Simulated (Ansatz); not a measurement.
Runs of Ansatz 0.2.0 on CoO. It takes space group I4/mmm (No. 139, tetragonal). The conventional cell has a = 3.016 Å, b = 3.016 Å, c = 4.215 Å, α = 90.00°, β = 90.00°, γ = 90.00°. Around Co (site symmetry 4/mmm) lie 6 O at 2.11 to 2.13 Å. O (site symmetry 4/mmm) has 6 Co at 2.11 to 2.13 Å as nearest neighbours. 

| level | spin | U | fixed moment (μB) | gap on the mesh (eV) | pressure (GPa) | moment (μB) |
| --- | --- | --- | --- | --- | --- | --- |
| PBE+U | collinear, program default start | Co d U = 4 eV | - | 1.50 | 11.4 | 3.00 |
| LDA+U | collinear, random start | Co d U = 7 eV | - | 1.81 | (a) | 3.00 |
| LDA+U | collinear, ferromagnetic start | Co d U = 3 eV | - | 0.55 | -7.7 | 3.00 |
| LDA+U | collinear, program default start | Co d U = 3 eV | 0 | - | -29.2 | 0.00 |
| LDA+U | collinear, random start | Co d U = 3 eV | - | 0.55 | -7.7 | 3.00 |

Alike in all rows: task single point; potentials or basis Ansatz PAW; cell as given; k mesh 9 × 9 × 9; cutoff (eV) 420; smearing gaussian 0.05 eV.

Task: Estimate the missing entries.

Result: (a) -2.1.

Caveats: the magnetic or orbital state may not be the lowest; odd divisions of the mesh miss points on the zone boundary, where band edges often lie, so the gap on the mesh can be too wide (some runs); a cell with one magnetic atom can't hold antiferromagnetic order, which such compounds often take (some runs); the PAW data sets come from PBE, with cores solved anew for the run's functional, which leaves a small shift of forces and pressure (some runs); a pressure of tens of GPa on the cell as given is suspect, and the run, the potentials or the cell itself is likely at fault (some runs); the total moment is fixed, so each spin has its own Fermi level (some runs); the thresholds are loose for stress (some runs).

A k mesh can miss the band edges.
